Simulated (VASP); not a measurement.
Input of a VASP 6.6.1 run:

INCAR

```
SYSTEM = PbSe
PREC = Accurate ; ENCUT = 520
EDIFF = 1E-6 ; ISMEAR = 0
SIGMA = 0.03 ; LREAL = .False.
LASPH = .True. ; NELM = 80
ALGO = Normal ; ISIF = 2
LWAVE = .False. ; LCHARG = .False.
GGA = PE ; KPAR = 2
```

Contents of KPOINTS:

```
regular mesh
0
Gamma
  8 8 8
  0 0 0
```

Contents of POSCAR:

```
PbSe
1.0
    0.0000000000      3.0606500000      3.0606500000
    3.0606500000      0.0000000000      3.0606500000
    3.0606500000      3.0606500000      0.0000000000
Pb Se
1 1
Direct
    0.0000000000      0.0000000000      0.0000000000
    0.5000000000      0.5000000000      0.5000000000
```

KPOINTS_OPT

```
explicit points
151
Reciprocal
 0.0000000000  0.0000000000  0.0000000000 1
 0.0357142857  0.0000000000  0.0357142857 1
 0.0714285714  0.0000000000  0.0714285714 1
 0.1071428571  0.0000000000  0.1071428571 1
 0.1428571429  0.0000000000  0.1428571429 1
 0.1785714286  0.0000000000  0.1785714286 1
[... 143 lines left out ...]
 0.5000000000  0.0000000000  0.5000000000 1
 0.0000000000  0.0000000000  0.0000000000 1
```

Potentials or basis: VASP PAW PBE potentials, release 64 (Pb_d, Se).

Launch:

```bash
$ cat potpaw_PBE.64/Pb_d/POTCAR potpaw_PBE.64/Se/POTCAR > POTCAR
$ mpirun -np 2 vasp_std > vasp.out
```

Problem. What does it give for the band gap along the path?

Solution. 0.29 eV, direct.

Problem. Estimate the pressure.

Solution. 2.4 GPa.

Problem. Predict the band gap on the k mesh.

Solution. 0.29 eV, direct.

Levels at the corners of the path, in eV from the valence-band top:
```
point  band 7  band 8  band 9  band 10  band 11  band 12  band 13  band 14
    Γ   -6.30   -1.88   -1.88    -1.88     4.71     4.71     4.71     6.51
    X   -7.38   -4.98   -3.24    -3.24     3.69     5.61     5.61     6.05
    X   -7.38   -4.98   -3.24    -3.24     3.69     5.61     5.61     6.05
    W   -8.02   -4.23   -4.23    -0.80     1.89     4.95     4.95     7.73
    W   -8.02   -4.23   -4.23    -0.80     1.89     4.95     4.95     7.73
    K   -8.04   -4.58   -2.73    -2.40     3.39     4.01     5.44     5.82
    K   -8.04   -4.58   -2.73    -2.40     3.39     4.01     5.44     5.82
    Γ   -6.30   -1.88   -1.88    -1.88     4.71     4.71     4.71     6.51
    Γ   -6.30   -1.88   -1.88    -1.88     4.71     4.71     4.71     6.51
    L   -8.81   -1.47   -1.47     0.00     0.29     1.70     1.70     8.55
    L   -8.81   -1.47   -1.47     0.00     0.29     1.70     1.70     8.55
    U   -8.04   -4.58   -2.73    -2.40     3.39     4.01     5.44     5.82
    U   -8.04   -4.58   -2.73    -2.40     3.39     4.01     5.44     5.82
    W   -8.02   -4.23   -4.23    -0.80     1.89     4.95     4.95     7.73
    W   -8.02   -4.23   -4.23    -0.80     1.89     4.95     4.95     7.73
    L   -8.81   -1.47   -1.47     0.00     0.29     1.70     1.70     8.55
    L   -8.81   -1.47   -1.47     0.00     0.29     1.70     1.70     8.55
    K   -8.04   -4.58   -2.73    -2.40     3.39     4.01     5.44     5.82
    U   -8.04   -4.58   -2.73    -2.40     3.39     4.01     5.44     5.82
    X   -7.38   -4.98   -3.24    -3.24     3.69     5.61     5.61     6.05
```

Caveat: spin-orbit coupling is left out, which as a rule narrows the gap of such compounds by several tenths of an eV.

**Measured values to compare with.**

A printed reference work, monograph reports, for a bulk crystal of PbSe at 300 K: band gap 0.28 eV (direct).

Measured gap of PbSe: 0.28 eV (direct; 300 K; a printed reference work, monograph). This calculation gives 0.29 eV (+0.01 eV). 2 values of this kind are on record (0.15 to 0.28 eV); this one was drawn at random. Spin-orbit coupling on Pb, Se is left out. The value is that of PBE, without temperature or zero-point motion.
